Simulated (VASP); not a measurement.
A run of VASP 6.6.1 is set up as follows.

File INCAR:

```
SYSTEM = MoSe2
ALGO     = Fast           ! electronic algorithm
EDIFF    = 1E-6           ! SCF threshold, eV
ENCUT    = 520            ! plane-wave cutoff, eV
GGA      = PE             ! functional
ISIF     = 2              ! what is computed and relaxed
ISMEAR   = 0              ! smearing method
KPAR     = 4            
LASPH    = .TRUE.         ! aspherical terms in the spheres
LCHARG   = .FALSE.        ! write CHGCAR
LMAXMIX  = 4              ! l up to which the mixer works
LREAL    = .FALSE.        ! projectors in reciprocal space
LWAVE    = .FALSE.        ! write WAVECAR
NELM     = 80             ! most SCF steps
PREC     = Accurate       ! precision mode
SIGMA    = 0.03           ! smearing width, eV
```

The input KPOINTS:

```
k-points
0
G
  9 9 2
  0 0 0
```

The input POSCAR:

```
MoSe2                                   
1.0
    3.2786626285      0.0000000000      0.0000000000
   -1.6393313142      2.8394051267      0.0000000000
    0.0000000000      0.0000000000     12.7250115930
  Mo              Se            
     2     4
Direct
     0.3333333332999970    0.6666666667000030    0.2500000000000000
     0.6666666667000030    0.3333333332999970    0.7500000000000000
     0.3333333332999970    0.6666666667000030    0.6183309793776672
     0.6666666667000030    0.3333333332999970    0.1183309793776672
     0.3333333332999970    0.6666666667000030    0.8816690206223328
     0.6666666667000030    0.3333333332999970    0.3816690206223328
```

Contents of KPOINTS_OPT:

```
explicit points
258
Reciprocal
 0.0000000000  0.0000000000  0.0000000000 1
 0.0263157895  0.0000000000  0.0000000000 1
 0.0526315789  0.0000000000  0.0000000000 1
 0.0789473684  0.0000000000  0.0000000000 1
 0.1052631579  0.0000000000  0.0000000000 1
 0.1315789474  0.0000000000  0.0000000000 1
[... 250 lines left out ...]
 0.5000000000  0.0000000000  0.0718584600 1
 0.5000000000  0.0000000000 -0.0718584600 1
```

Potentials or basis: VASP PAW PBE potentials, release 64 (Mo_sv, Se).

Command:

```bash
$ cat potpaw_PBE.64/Mo_sv/POTCAR potpaw_PBE.64/Se/POTCAR > POTCAR
$ mpirun -np 4 vasp_std > vasp.out
```

(1) Estimate the band gap on the k mesh.

(2) What does it give for the pressure?

## Answers

(1) 0.84 eV, indirect (least direct gap 1.46 eV).

(2) 4.0 GPa.

Caveat: the mesh misses the band edges, which the band path finds closer together; this functional lacks dispersion, which binds the layers, so the pressure and a relaxed spacing across them are unreliable.
